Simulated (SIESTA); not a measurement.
MgB2:

```
CELL_PARAMETERS angstrom
3.08500 0.00000 0.00000
-1.54250 2.67169 0.00000
0.00000 0.00000 3.52300
ATOMIC_POSITIONS crystal
Mg 0.00000 0.00000 0.00000
B 0.66667 0.33333 0.50000
B 0.33333 0.66667 0.50000
```

Base run:

| Property | Result |
| --- | --- |
| Program | SIESTA 5.4.2 |
| Functional | BLYP |
| Potentials or basis | PseudoDojo 0.4 standard (PBE files) |
| Basis | DZP (energy shift 0.003 Ry; two zetas on semicore shells) |
| Grid cutoff | 800 Ry |
| Energy shift | 0.003 Ry |
| k mesh | 10 × 10 × 8 |
| Occupations | fermi-dirac, width 0.05 eV |
| Spin | no spin polarisation |

Its results: band gap on the k mesh none (metal or under the smearing width); pressure 7.2 GPa.

After a change of settings the same cell gave: band gap on the k mesh none (metal or under the smearing width); pressure 5.6 GPa. Which change was it?
A. functional from BLYP to LDA; potentials or basis from PseudoDojo 0.4 standard (PBE files) to PseudoDojo 0.4 standard (LDA files)
B. functional from BLYP to PBEsol; potentials or basis from PseudoDojo 0.4 standard (PBE files) to PseudoDojo 0.4 standard (PBEsol files)
C. functional from BLYP to revPBE
D. functional from BLYP to WC; potentials or basis from PseudoDojo 0.4 standard (PBE files) to PseudoDojo 0.4 standard (PBEsol files)

C.

Caveats: the potentials were made for another functional, which shifts forces and pressure; the basis of atomic orbitals isn't converged, which shifts pressures, moduli and gaps.

Runs at the PBE level aren't shown here.
